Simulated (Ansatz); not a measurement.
Na2S (Fm-3m) from a database of computed structures, relaxed with r2SCAN: it is cubic, Fm-3m (No. 225); a = 6.511 Å in the conventional setting, 23.00 Å³ an atom. Around Na lie 4 S at 2.82 Å; around S lie 8 Na at 2.82 Å. One-shot G0W0@PBE in the PAW code Ansatz on a 6×6×6 mesh (contour deformation, no spin-orbit coupling), from a PBE gap of 2.534 eV over the mesh points (the G0W0 gap is direct on the mesh); the number N of bands summed and the screening cutoff rise together. Spin-unpolarised throughout; all numbers are computed.

```tsv
N	cutoff (eV)	1000/N	G0W0 gap (eV)
217	120	4.608	4.115
523	220	1.912	4.218
```

**Lay a straight line in 1000/N through these rows.** The slope is -0.0382 eV per unit of 1000/N and the intercept 4.291 eV.

**Predict the gap at N = 951 (300 eV).** 4.291 + (-0.0382) × 1.052 = 4.251 eV; the run gives 4.250 eV, -0.001 eV from the line.

**With that run's result added, what limit do the last two rows suggest?** Their slope is (4.250 − 4.218)/(1.052 − 1.912) = -0.0372, which meets 1/N = 0 at 4.29 eV, against 4.291 eV from the first line. The two lines nearly agree; the k mesh isn't extrapolated.
